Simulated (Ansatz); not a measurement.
Crystal: InSe.

```
In Se
1.0
     2.00000    1.15470    8.44000
    -2.00000    1.15470    8.44000
     0.00000   -2.30940    8.44000
In Se
2 2
Direct
  0.88860 0.88860 0.88860
  0.00000 0.00000 0.00000
  0.17190 0.17190 0.17190
  0.38350 0.38350 0.38350
```

* Program: Ansatz 0.2.0
* Task: relaxation of cell and atoms
* Functional: PBE
* Potentials or basis: Ansatz PAW
* Cutoff: 420 eV (not typed: the program's choice for these potentials)
* k mesh: 8 × 8 × 8
* Occupations: fermi-dirac, width 0.05 eV
* Spin: no spin polarisation

At the start: volume 29.24 Å³/atom.

Task: How do energy, volume and symmetry change on relaxing?

Result: It ends after 8 steps and the volume is 33.45 Å³/atom (+14.4 %); space group R3m (No. 160, to 0.05 Å).

Step by step:
| step | energy change (eV) | largest force (eV/Å) | volume (Å³) |
| --- | --- | --- | --- |
| 1 | 0.0000 | 0.3649 | 116.95 |
| 2 | -0.0442 | 0.5386 | 131.37 |
| 3 | -0.0758 | 0.0366 | 128.95 |
| 4 | -0.0783 | 0.0219 | 129.27 |
| 5 | -0.0804 | 0.0207 | 130.64 |
| 6 | -0.0811 | 0.0159 | 132.51 |
| 7 | -0.0813 | 0.0043 | 133.80 |
| 8 | -0.0838 | 0.0049 | 133.80 |

Final structure:
```
In Se
1.0
     2.04350    1.17982    9.24923
    -2.04350    1.17982    9.24923
     0.00000   -2.35963    9.24923
In Se
2 2
Direct
  0.89343 0.89343 0.89343
  0.99524 0.99524 0.99524
  0.18088 0.18088 0.18088
  0.37445 0.37445 0.37445
```

Caveat: the plane-wave basis is chosen anew once the cell has moved, so the energies of steps on either side of that aren't comparable.
